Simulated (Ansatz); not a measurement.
# A defect in a wire: Mo wire along [100], 4 atoms a period, Fe placed on top of one Mo, part 2 of 5

Wanted: the relaxed defect and the transmission past it, beside the channels of the perfect wire.

Ansatz 0.2.0; DFT PBE, plane waves, PAW; relaxation of a wire's period (the session's first sound run).

So far. Step 2 (Relaxing the period): The cell's length comes to 3.059 Å with spin left out.

## Step 3: Bands of the perfect wire

This step: DFT PBE, plane waves, PAW; channels and complex bands of a perfect wire (Ansatz 0.2.0).

At the relaxed period the Bloch states of the perfect wire are found at each energy: those that move forward count the open channels, and those that decay describe how a disturbance dies away inside the wire itself. An energy step of 0.035 eV is under the 0.039 eV that the program asks for its thermal average at 300 K.

The input, input.yaml:

```yaml
crystal:
  lattice:
    - [9.96, 0.0, 0.0]
    - [0.0, 9.96, 0.0]
    - [0.0, 0.0, 3.0593237114]
  atoms:
    - { symbol: Mo, position: [0.358203969, 0.5, 0.0] }
    - { symbol: Mo, position: [0.641796031, 0.5, 0.0] }
    - { symbol: Mo, position: [0.5, 0.358203969, 0.5] }
    - { symbol: Mo, position: [0.5, 0.641796031, 0.5] }
kpoints:
  mp_grid: { grid: [1, 1, 27] }
scf:
  occupations: { method: fermi_dirac, width: 0.05 }
hamiltonian:
  xc: pbe
output:
  transmission:
    e_range: [-1.26, 1.26]
    de: 0.035
    kmesh: [1, 1]
    reduced_basis: true
    leads: [[0, 0]]
basis:
  ecutwfc: "350 eV"
```

Run with:

```console
$ ansatz run input.yaml --threads 4 --pin off --max-ram 16384MiB --backend cpu --events-out ev --progress --plain --runs-dir out
```

Numbers of over 12 decimals in the logs are rounded to 6 here.

Output:

```text
Warning: basis.ecutwfc = 350 eV is below the records' recommended 420 eV, and the density's cutoff is lower with it unless basis.ecutrho_ratio is high enough to keep the records' density cutoff: compare with a run at a higher cutoff
[...]
Crystal: 4 atoms, lattice volume = 303.490 Å³
Basis set: ecut = 350 eV, 4501 PW (Γ)
Bands: 34, of which v1, the nominal top of the filled ones, is band 28 counted from 1 (27 counted from 0)
Symmetry: 16 space group operations
[...]
k-points: 14 of 27
[...]
SCF iter   1: F=—  HF=-19815.403759 eV  |F-HF|=—  |Δ(HF+E_count)|=         —  Δρ=6.60e-3  dr2=7.62e-2  ethr=1.77e-3  ⟨swp⟩=8.6  Hψ=2275  notcnv=0
[...]
SCF iter   8: F=-19815.405648 eV  HF=-19815.405648 eV  |F-HF|=1.24e-8  |Δ(HF+E_count)|=   2.73e-7  Δρ=2.06e-6  dr2=1.76e-8  ethr=1.79e-10  ⟨swp⟩=4.9  Hψ=1457  notcnv=0
SCF 1 converged in 8 iterations: F = -19815.405648 eV  dr2 = 1.76e-8
[...]
transmission: 4 of 24 steps passed
transmission: 8 of 24 steps passed
[...]
transmission: 24 of 24 steps passed
SCF converged after 8 iterations
Free energy (F): -19815.405648 eV
[...]
Internal energy: -19815.379168 eV  (E = F + TS)
E sigma→0 (E₀):  -19815.392408 eV
Entropy (-TS):   -0.026481 eV (-6.620 meV/atom)
Fermi energy:    1.860546 eV
[...]
--- Band table (eV; the first three rows and the last of 14) ---
  k-point 0: bands = [... 24 lower, 0.5337, 0.5337, 0.9573, 0.9573, 1.4288, 2.0304, 2.0304, 2.0829, ... 2 higher]
  k-point 1: bands = [... 24 lower, 0.3860, 0.5162, 1.1120, 1.1120, 1.4744, 2.0279, 2.0279, 2.1046, ... 2 higher]
  k-point 2: bands = [... 24 lower, 0.1400, 0.5365, 1.3696, 1.3696, 1.6020, 2.0229, 2.0229, 2.1692, ... 2 higher]
  k-point 13: bands = [... 24 lower, 0.9480, 0.9579, 2.0745, 2.0745, 2.1039, 2.1642, 3.1179, 3.2027, ... 2 higher]
--- Transmission ---
  basis      : 725 plane waves across, 4 finite elements along
  points     : 1, standing for a mesh of 1 x 1
  filling    : by the input's occupations and mesh, since the crystals that have channels conduct as metals do. If one of these is a semiconductor, that mesh has misplaced its level
  energies   : 73 from -1.260000 to 1.260000 eV about the Fermi level, 0.035000 eV apart; the leads are filled to 0.000000 eV, and channels, transmission and decay are at 0.000000 eV
  crystal 0  : Mo4, at the sites [0, 0], period 3.0593 Å: whole cells are its period
    offset         : up to 0.0000 Å between an atom of the period and one for which it stands
    filled         : 17.6 meV under the level at which it is neutral
    channels       : 3.000000e0 a spin
    conductance    : 2.3473e14 S/m² at 300 K; may be off by some 0.0 % by where its bands' edges are placed, 0.2 % from the distance to neutral
```

The job ended after 70 s (4 threads of Arm Neoverse V1, shared host; peak memory 1.1 GiB; 4.1 min of CPU time).

This step gave:

| Item | Value |
| --- | --- |
| energy at zero smearing | -19815.3924 eV |
| channels at the energy nearest the Fermi level, one spin | 3 |
| conductance of the lead as this run defines it | 3.005 G₀ |
| band gap | 0 eV |

Open channels of the lead, one spin against energy, zero at the Fermi level:

```
energy (eV)  open channels of the lead, one spin
      -1.26                                    4
      -1.19                                    2
      -1.08                                    2
      -1.01                                    2
      -0.91                                    2
      -0.84                                    2
      -0.73                                    6
      -0.67                                    6
      -0.56                                    6
      -0.49                                    6
      -0.39                                    7
      -0.32                                    7
      -0.21                                    3
      -0.14                                    3
      -0.04                                    3
       0.00                                    3
       0.04                                    3
       0.14                                    3
       0.21                                    5
       0.32                                    6
       0.39                                    6
       0.49                                    8
       0.56                                    8
       0.67                                    8
       0.73                                    6
       0.84                                    8
       0.91                                    8
       1.01                                    7
       1.08                                    7
       1.19                                    9
       1.26                                    9
```

The slowest values at each energy, most degenerate partners merged, listed up to 1.5 1/Å. Table of Im kz of the slowest decaying states by energy, zero at the Fermi level:

```
energy (eV)  decay 1 (Å⁻¹)  decay 2 (Å⁻¹)  decay 3 (Å⁻¹)  decay 4 (Å⁻¹)
      -1.26         0.0399          0.174          0.264          0.312
      -1.16         0.0533          0.160          0.160          0.254
      -1.05         0.0514          0.142          0.205          0.241
      -0.94         0.0319          0.117          0.225          0.230
      -0.84         0.0548         0.0793          0.206          0.245
      -0.77         0.0273         0.0853          0.191          0.252
      -0.67          0.115          0.162          0.258          0.348
      -0.56          0.123          0.135          0.260          0.348
      -0.46         0.0532          0.150          0.258          0.347
      -0.35          0.161          0.253          0.339          0.345
      -0.24         0.0230          0.167          0.245          0.317
      -0.14         0.0707          0.170          0.235          0.291
      -0.04         0.0873          0.169          0.220          0.259
       0.00         0.0896          0.167          0.215          0.241
       0.04         0.0902          0.164          0.209          0.221
       0.14         0.0678          0.147          0.149          0.183
       0.24         0.0294          0.160          0.175          0.221
       0.35         0.0900          0.122          0.228          0.232
       0.46         0.0533          0.121          0.222          0.253
       0.56          0.144          0.199          0.246          0.270
       0.67          0.159          0.162          0.219          0.283
       0.77         0.0558         0.0820          0.177          0.185
       0.84         0.0347         0.0668          0.156          0.185
       0.94         0.0674         0.0742         0.0873          0.114
       1.05         0.0516          0.153          0.165          0.205
       1.16          0.179          0.212          0.212          0.322
       1.26          0.199          0.217          0.245          0.328
```

By hand: the program gives 2.3473 × 10^14 S/m² over the cell's cross-section of 99.20 Å² = 9.920 × 10^-19 m², so one cell conducts 2.329 × 10^-4 S. Divided by G0 = 2e²/h = 7.748 × 10^-5 S this is 3.01 G0, a resistance of 4.29 kΩ.

At the computed energy nearest the Fermi level there are 3 channels a spin, and the thermal average gives 3.01 G₀.

(Part 2 of 5 ends here.)

[Logs are printed without paths, hosts, clocks, repeated set-up lines and the standing remarks that a program may print on its own settings, such as how far it seeks lower states.]

[Hosts, paths, dates, database ids (printed as entryN), source tags and the programs' standing remarks are cut or masked in the printed files.]
